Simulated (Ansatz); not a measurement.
AlSb:
```xyz
2
Lattice="0.0000 3.0786 3.0786 3.0786 0.0000 3.0786 3.0786 3.0786 0.0000" Properties=species:S:1:pos:R:3 pbc="T T T"
Sb     4.6178     4.6178     4.6178
Al     0.0000     0.0000     0.0000
```

Cartesian axes are those of the cell as given.

Q: Give the high-frequency dielectric tensor and the Born effective charge tensors of the independent atoms from DFPT, PBEsol in the plane-wave PAW code Ansatz.

A: 
ε∞:
```
11.8  0.00  0.00
0.00  11.8  0.00
0.00  0.00  11.8
```
Z* of atom 1 (Sb), rows: field, columns: displacement, in e:
```
-1.85   0.00   0.00
 0.00  -1.85   0.00
 0.00   0.00  -1.85
```
Z* of atom 2 (Al), rows: field, columns: displacement, in e:
```
1.85  0.00  0.00
0.00  1.85  0.00
0.00  0.00  1.85
```

Space group F-43m (zinc blende). The cell was relaxed with PBEsol under the symmetry of its start. Scalar-relativistic: spin–orbit coupling is off unless named, which matters more the heavier the elements.

Potentials: the later of the program's two PAW sets.
